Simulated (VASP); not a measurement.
Level of theory: RPA correlation on PBE orbitals, VASP's PBE PAW potentials (set 64) (plane waves; VASP).

VASP input:

File POSCAR:
```
InN
1.0
  0.0000000000   2.5547040000   2.5547040000
  2.5547040000   0.0000000000   2.5547040000
  2.5547040000   2.5547040000   0.0000000000
In N
1 1
Direct
  0.0000000000   0.0000000000   0.0000000000
  0.2500000000   0.2500000000   0.2500000000
```

### INCAR
```
SYSTEM = InN
PREC = Normal
ENCUT = 500
ALGO = ACFDT
LREAL = .FALSE.
LASPH = .TRUE.
ISMEAR = 0
SIGMA = 0.01
GGA = PE
LWAVE = .FALSE.
LCHARG = .FALSE.
NBANDS = 869
NOMEGA = 12
ENCUTGW = 300
```

### KPOINTS
```
Automatic mesh
0
gamma
 4 4 4
0 0 0
```

POTCAR, in this order: In_d_GW N_GW_new (PBE.64 set). Program: vasp_std. Read from the step before: WAVECAR, WAVEDER.

Output of the run:

File OSZICAR:
```
energies w=
    0.000    0.106    0.000    0.354    0.000    0.720    0.000    1.346
    0.000    2.495    0.000    4.700    0.000    9.086    0.000   18.149
    0.000   37.708    0.000   82.256    0.000  192.392    0.000  535.422
NQ=   1    0.0000    0.0000    0.0000,
 performed       5830000 updates of chi_q(r,r)
NQ=   2    0.2500    0.0000    0.0000,
 performed      11660000 updates of chi_q(r,r)
NQ=   3    0.5000    0.0000    0.0000,
 performed      17491000 updates of chi_q(r,r)
NQ=   4    0.2500    0.2500    0.0000,
 performed      23321000 updates of chi_q(r,r)
NQ=   5    0.5000    0.2500    0.0000,
 performed      29151000 updates of chi_q(r,r)
NQ=   6   -0.2500    0.2500    0.0000,
 performed      34981000 updates of chi_q(r,r)
NQ=   7    0.5000    0.5000    0.0000,
 performed      40811000 updates of chi_q(r,r)
NQ=   8   -0.2500    0.5000    0.2500,
 performed      46641000 updates of chi_q(r,r)
```

OUTCAR:
```


      cutoff energy     smooth cutoff   RPA   correlation   Hartree contr. to MP2
---------------------------------------------------------------------------------
            300.000           240.000      -26.6450116306      -43.9933392241
            285.714           228.571      -26.5356924843      -43.8706527366
            272.109           217.687      -26.4142391107      -43.7325474725
            259.151           207.321      -26.2811740730      -43.5789916115
            246.811           197.449      -26.1330624820      -43.4054034989
            235.058           188.046      -25.9724651663      -43.2141259704
            223.865           179.092      -25.7949464992      -42.9990850516
            213.204           170.564      -25.6020628579      -42.7615565962
  linear regression
  converged value                          -28.2168949284      -45.8573692446
```
(Selected blocks of OUTCAR.)

The mesh is coarse, so the correlation energy is not converged in k-points.

The compound is InN in the zinc blende structure, a metastable form; wurtzite is the usual one. This cell is one point of a volume scan, at 1.08 of the reference volume. The k-mesh is coarse (spacing up to 0.53 per Å, 2π included), so the numbers may not be converged in it.
